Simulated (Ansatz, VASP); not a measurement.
## Mo: VASP beside Ansatz

```
Mo
1.0
    -1.56240    1.56240    1.56240
     1.56240   -1.56240    1.56240
     1.56240    1.56240   -1.56240
Mo
1
Direct
  0.00000 0.00000 0.00000
```

Change from the starting cell: volume scaled by 0.96.

Alike in both runs: task single point; functional PBEsol; k mesh 12 × 12 × 12; occupations fermi-dirac, width 0.05 eV; no spin polarisation.

|  | VASP | Ansatz |
| --- | --- | --- |
| version | VASP 6.6.1 | Ansatz 0.2.0 |
| potentials or method | VASP PAW PBE potentials, release 64 (Mo_sv), cutoff 520 eV | all-electron LAPW, scalar-relativistic |

Ansatz gave:

- gap on the k mesh at the Fermi level (eV): none
- pressure (GPa): 1.2

Estimate VASP's values.

gap on the k mesh at the Fermi level (eV): none; pressure (GPa): 1.7.

A gap of «none» marks a metal or a gap that the smearing closes. Ansatz ran all-electron here, so the differences hold the error of VASP's frozen core and of both bases.

Caveats: the PAW data sets were made with another functional, which shifts forces and pressure a little (VASP).
